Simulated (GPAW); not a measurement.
The system is InAs.

```
In As
1.0
     0.00000    3.01800    3.01800
     3.01800    0.00000    3.01800
     3.01800    3.01800    0.00000
In As
1 1
Direct
  0.00000 0.00000 0.00000
  0.75000 0.75000 0.75000
```

Base run:

* Program: GPAW 26.7.0
* Functional: LDA
* Potentials or basis: the program's PAW data sets (release 1.2.1) made for this functional
* Cutoff: 600 eV
* Basis: pw
* k mesh: 8 × 8 × 8
* Occupations: fermi-dirac, width 0.05 eV
* Spin: no spin polarisation

Its results: pressure -0.5 GPa.

**Question.** The run is repeated on the same cell with these changes: functional from LDA to RPBE; band points from 80 to 60. What comes out?

**Answer.** Pressure 5.8 GPa.
